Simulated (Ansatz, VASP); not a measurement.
**One calculation of Al, two programs**

```xyz
4
Lattice="2.8571 0.0000 0.0000 -1.4286 2.4743 0.0000 0.0000 0.0000 9.5592" Properties=species:S:1:pos:R:3 pbc="T T T"
Al    0.0000    0.0000    0.0000
Al    0.0000    1.6496    2.3898
Al    0.0000    0.0000    4.7796
Al    1.4286    0.8248    7.1694
```

Alike in both runs: task single point; functional PBE; k mesh 18 × 18 × 6; occupations gaussian, width 0.1 eV; no spin polarisation.

|  | VASP | Ansatz |
| --- | --- | --- |
| version | VASP 6.6.1 | Ansatz 0.2.0 |
| potentials or method | VASP PAW PBE potentials, release 64 (Al) | scalar-relativistic, plane waves, PAW |
| plane-wave cutoff (eV) | 520 | 420 |
| valence electrons in the cell | 12 | 12 |

```tsv
	VASP	Ansatz	Ansatz less VASP
gap on the k mesh at the Fermi level (eV)	none	none	-
pressure (GPa)	-1.5	-1.5	+0.04
largest component of the traceless stress (GPa)	1.23	1.23	+0.006
```

A gap of «none» marks a metal or a gap that the smearing closes.
